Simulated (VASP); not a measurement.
# MnSi (P2_13) in VASP: notebook

The runs below take MnSi through single point, relaxation of cell and atoms, with r2SCAN.

Program: VASP 6.6.1. These are calculated values, not measurements. Logs are shortened: lines on timing, memory, paths and dates and some standing lists are left out, and cuts for length are marked.

### Step 1. The structure

The structure is cubic, space group P2_13 (No. 198). Conventional cell: a = 4.548 Å, b = 4.548 Å, c = 4.548 Å, α = 90.00°, β = 90.00°, γ = 90.00°. Around Mn (site symmetry 3) lie 7 Si at 2.30 to 2.53 Å. Si (site symmetry 3) has 7 Mn at 2.30 to 2.53 Å as nearest neighbours.

### Step 2. Single point, r2SCAN, collinear spin, ferromagnetic start

Input file INCAR:

```
PREC = Accurate
ENCUT = 600
EDIFF = 1E-6
ISMEAR = 1
SIGMA = 0.1
LREAL = F
LASPH = T
NELM = 150
ALGO = Normal
ISIF = 2
LWAVE = F
LCHARG = F
ISPIN = 2
MAGMOM = 3.5 3.5 3.5 3.5 0 0 0 0
LORBIT = 11
LMAXMIX = 4
METAGGA = R2SCAN
LMIXTAU = T
AMIX = 0.2
BMIX = 1E-4
AMIX_MAG = 0.8
BMIX_MAG = 1E-4
KPAR = 4
```

Input file KPOINTS:

```
Automatic mesh
0
Gamma
  8 8 8
```

Input file POSCAR:

```
MnSi
1.0
    4.5480000000      0.0000000000      0.0000000000
    0.0000000000      4.5480000000      0.0000000000
    0.0000000000      0.0000000000      4.5480000000
Mn Si
4 4
Direct
    0.1380000000      0.1380000000      0.1380000000
    0.3620000000      0.8620000000      0.6380000000
    0.6380000000      0.3620000000      0.8620000000
    0.8620000000      0.6380000000      0.3620000000
    0.8460000000      0.8460000000      0.8460000000
    0.6540000000      0.1540000000      0.3460000000
    0.3460000000      0.6540000000      0.1540000000
    0.1540000000      0.3460000000      0.6540000000
```

Potentials or basis: VASP PAW PBE potentials, release 64 (Mn_pv, Si).

Started as:

```bash
cat potpaw_PBE.64/Mn_pv/POTCAR potpaw_PBE.64/Si/POTCAR > POTCAR
mpirun -np 4 vasp_std > vasp.out
```

OUTCAR:

```text
PREC = Accurate
   ENCUT = 600
   EDIFF = 1E-6
   ISMEAR = 1
   LREAL = F
   LASPH = T
   NELM = 150
   ISIF = 2
   ISPIN = 2
   LORBIT = 11
   METAGGA = R2SCAN
   AMIX = 0.2
   AMIX_MAG = 0.8

 ion  position               nearest neighbor table
   1  0.138  0.138  0.138-   5 2.30   6 2.40   7 2.40   8 2.40   7 2.53   8 2.53   6 2.53   3 2.79
                             4 2.79   2 2.79   2 2.79   4 2.79   3 2.79
   2  0.362  0.862  0.638-   6 2.30   5 2.40   7 2.40   8 2.40   7 2.53   8 2.53   5 2.53   1 2.79
                             1 2.79   3 2.79   3 2.79   4 2.79   4 2.79
   3  0.638  0.362  0.862-   7 2.30   6 2.40   5 2.40   8 2.40   8 2.53   6 2.53   5 2.53   1 2.79
                             4 2.79   2 2.79   2 2.79   4 2.79   1 2.79
   4  0.862  0.638  0.362-   8 2.30   6 2.40   7 2.40   5 2.40   6 2.53   5 2.53   7 2.53   1 2.79
                             3 2.79   2 2.79   1 2.79   2 2.79   3 2.79
   5  0.846  0.846  0.846-   1 2.30   2 2.40   3 2.40   4 2.40   3 2.53   4 2.53   2 2.53   6 2.81
                             7 2.81   8 2.81   6 2.81   8 2.81   7 2.81
   6  0.654  0.154  0.346-   2 2.30   1 2.40   3 2.40   4 2.40   3 2.53   4 2.53   1 2.53   8 2.81
                             5 2.81   5 2.81   7 2.81   7 2.81   8 2.81
   7  0.346  0.654  0.154-   3 2.30   2 2.40   1 2.40   4 2.40   4 2.53   2 2.53   1 2.53   8 2.81
                             5 2.81   8 2.81   6 2.81   6 2.81   5 2.81
   8  0.154  0.346  0.654-   4 2.30   2 2.40   3 2.40   1 2.40   2 2.53   1 2.53   3 2.53   7 2.81
                             5 2.81   7 2.81   5 2.81   6 2.81   6 2.81

  LATTYP: Found a simple cubic cell.
 ALAT       =     4.5480000000

  Lattice vectors:

 A1 = (   4.5480000000,   0.0000000000,   0.0000000000)
 A2 = (   0.0000000000,   4.5480000000,   0.0000000000)
 A3 = (   0.0000000000,   0.0000000000,   4.5480000000)

Analysis of symmetry for initial positions (statically):
=====================================================================
 Subroutine PRICEL returns:
 Original cell was already a primitive cell.

 Routine SETGRP: Setting up the symmetry group for a
 simple cubic supercell.

 Subroutine GETGRP returns: Found 12 space group operations
 (whereof  3 operations were pure point group operations)
 out of a pool of 48 trial point group operations.

The static configuration has the point symmetry C_3 .
 The point group associated with its full space group is T   .

Analysis of symmetry for dynamics (positions and initial velocities):
=====================================================================
 Subroutine PRICEL returns:
 Original cell was already a primitive cell.

 Routine SETGRP: Setting up the symmetry group for a
 simple cubic supercell.

 Subroutine GETGRP returns: Found 12 space group operations
 (whereof  3 operations were pure point group operations)
 out of a pool of 48 trial point group operations.

The dynamic configuration has the point symmetry C_3 .
[... 182 lines left out ...]
 fundamental gap:      0.0206317846
 Fermi energy:        11.0485331397

 spin component 1

 k-point     1 :       0.0000    0.0000    0.0000
  band No.  band energies     occupation
      1     -40.1207      1.00000
      2     -40.1207      1.00000
      3     -40.1207      1.00000
      4     -40.1008      1.00000
      5     -40.1008      1.00000
      6     -40.1008      1.00000
[... 1165 lines left out ...]
     45      14.9041      0.00000
     46      15.7174      0.00000

 [... further k-points ...]

 spin component 2

 k-point     1 :       0.0000    0.0000    0.0000
  band No.  band energies     occupation
      1     -36.9803      1.00000
      2     -36.9803      1.00000
      3     -36.9803      1.00000
      4     -36.9074      1.00000
      5     -36.9074      1.00000
      6     -36.9074      1.00000
[... 1165 lines left out ...]
     45      16.1728      0.00000
     46      16.7549      0.00000

 [... further k-points ...]

 [bands above 46 left out]

------------------------ aborting loop because EDIFF is reached ----------------------------------------

  FORCE on cell =-STRESS in cart. coord.  units (eV):
  Direction    XX          YY          ZZ          XY          YZ          ZX
  --------------------------------------------------------------------------------------
  -------------------------------------------------------------------------------------
  Total        0.7297320      0.7297320      0.7297320     -0.0000000      0.0000000      0.0000000
  in kB       12.4283244     12.4283244     12.4283244     -0.0000000      0.0000000      0.0000000
  external PRESSURE =      12.4283244 kB  Pullay stress =       0.0000000 kB

 VOLUME and BASIS-vectors are now :
 -----------------------------------------------------------------------------
  energy-cutoff  :      600.00
  volume of cell :       94.07
      direct lattice vectors                 reciprocal lattice vectors
     4.548000000  0.000000000  0.000000000     0.219876869  0.000000000  0.000000000
     0.000000000  4.548000000  0.000000000     0.000000000  0.219876869  0.000000000
     0.000000000  0.000000000  4.548000000     0.000000000  0.000000000  0.219876869

 POSITION                                       TOTAL-FORCE (eV/Angst)
 -----------------------------------------------------------------------------------
      0.62762      0.62762      0.62762         0.102718      0.102718      0.102718
      1.64638      3.92038      2.90162        -0.102718     -0.102718      0.102718
      2.90162      1.64638      3.92038         0.102718     -0.102718     -0.102718
      3.92038      2.90162      1.64638        -0.102718      0.102718     -0.102718
      3.84761      3.84761      3.84761        -0.059064     -0.059064     -0.059064
      2.97439      0.70039      1.57361         0.059064      0.059064     -0.059064
      1.57361      2.97439      0.70039        -0.059064      0.059064      0.059064
      0.70039      1.57361      2.97439         0.059064     -0.059064      0.059064
 -----------------------------------------------------------------------------------
    total drift:                                0.000000      0.000001      0.000000

  FREE ENERGIE OF THE ION-ELECTRON SYSTEM (eV)
  ---------------------------------------------------
  free  energy   TOTEN  =       -96.9696960716 eV

  energy  without entropy=      -96.9691372930  energy(sigma->0) =      -96.96950981

 total charge

# of ion       s       p       d       tot
------------------------------------------
    1        0.354   6.390   5.235  11.979
    2        0.354   6.390   5.235  11.979
    3        0.354   6.390   5.235  11.979
    4        0.354   6.390   5.235  11.979
    5        0.735   0.918   0.000   1.653
    6        0.735   0.918   0.000   1.653
    7        0.735   0.918   0.000   1.653
    8        0.735   0.918   0.000   1.653
--------------------------------------------------
tot          4.356  29.232  20.938  54.526

 magnetization (x)

# of ion       s       p       d       tot
------------------------------------------
    1       -0.001   0.004   2.252   2.255
    2       -0.001   0.004   2.252   2.255
    3       -0.001   0.004   2.252   2.255
    4       -0.001   0.004   2.252   2.255
    5       -0.036  -0.097   0.000  -0.133
    6       -0.036  -0.097   0.000  -0.133
    7       -0.036  -0.097   0.000  -0.133
    8       -0.036  -0.097   0.000  -0.133
--------------------------------------------------
tot         -0.147  -0.374   9.010   8.489
```

OSZICAR:

```text
N       E                     dE             d eps       ncg     rms          rms(c)
DAV:   1     0.834715785305E+03    0.83472E+03   -0.40295E+04  8460   0.195E+03
DAV:   2    -0.461255740451E+02   -0.88084E+03   -0.84127E+03  8460   0.562E+02
[... 11 lines left out ...]
DAV:  14    -0.969696710565E+02    0.38611E-04   -0.68681E-05  9998   0.485E-02    0.300E-02
DAV:  15    -0.969697003000E+02   -0.29244E-04   -0.13914E-05  8546   0.247E-02    0.113E-02
DAV:  16    -0.969696982711E+02    0.20290E-05   -0.21179E-06  6483   0.924E-03    0.494E-03
DAV:  17    -0.969696939622E+02    0.43089E-05   -0.85460E-07  4720   0.604E-03    0.249E-03
DAV:  18    -0.969696963117E+02   -0.23495E-05   -0.14594E-07  4475   0.247E-03    0.954E-04
DAV:  19    -0.969696960716E+02    0.24009E-06   -0.36535E-08  4447   0.110E-03
   1 F= -.96969696E+02 E0= -.96969510E+02  d E =-.558779E-03  mag=     8.0713
```

It took 4.9 min on 4 MPI ranks of AMD EPYC 9R45 (Zen 5), shared host; peak memory 0.47 GiB.

Results:

- Free energy: -96.9697 eV
- Pressure: 1.2 GPa
- Largest force: 0.178 eV/Å
- Band gap on the k mesh: none (metal or under the smearing width)
- Net moment: 8.07 μB per cell
- Site moments: Mn +2.25; Si -0.13 μB
- Valence electrons inside the program's atomic spheres: Mn 11.98; Si 1.65

Forces in eV/Å, atoms in the order of the input:
```
Mn   0.103  0.103  0.103
Mn  -0.103 -0.103  0.103
Mn   0.103 -0.103 -0.103
Mn  -0.103  0.103 -0.103
Si  -0.059 -0.059 -0.059
Si   0.059  0.059 -0.059
Si  -0.059  0.059  0.059
Si   0.059 -0.059  0.059
```

Levels at points of the mesh, in eV from the Fermi level:
Spin up:
| k point | band 35 | band 36 | band 37 | band 38 | band 39 | band 40 | band 41 | band 42 |
| --- | --- | --- | --- | --- | --- | --- | --- | --- |
| (0.00, 0.00, 0.00) | -1.22 | -1.22 | -0.20 | -0.20 | -0.20 | 2.58 | 2.58 | 2.58 |
| (0.50, 0.00, 0.00) | -0.96 | -0.96 | -0.69 | -0.69 | 1.07 | 1.07 | 1.51 | 1.51 |
| (0.50, 0.50, 0.00) | -1.47 | -1.47 | -0.10 | -0.10 | 0.56 | 0.56 | 2.18 | 2.18 |
| (0.50, 0.50, 0.50) | -1.62 | -1.62 | -0.35 | -0.35 | -0.35 | -0.35 | 5.40 | 5.40 |
Spin down:
```
           k point  band 26  band 27  band 28  band 29  band 30  band 31  band 32  band 33  band 34  band 35
(0.00, 0.00, 0.00)    -1.48    -1.48    -1.48    -1.34    -1.34    -1.34     1.50     1.50     1.50     1.93
(0.50, 0.00, 0.00)    -1.58    -1.47    -1.47    -0.76    -0.76     0.33     0.33     1.47     1.47     1.78
(0.50, 0.50, 0.00)    -1.56    -0.43    -0.43     0.00     0.00     0.24     0.24     0.48     0.48     1.47
(0.50, 0.50, 0.50)    -1.48    -1.48    -1.48     0.76     0.76     0.76     0.76     1.03     1.03     1.03
```

Caveat: the PAW data sets were made with another functional, which shifts forces and pressure a little.

(Part 1 of 2 ends here.)
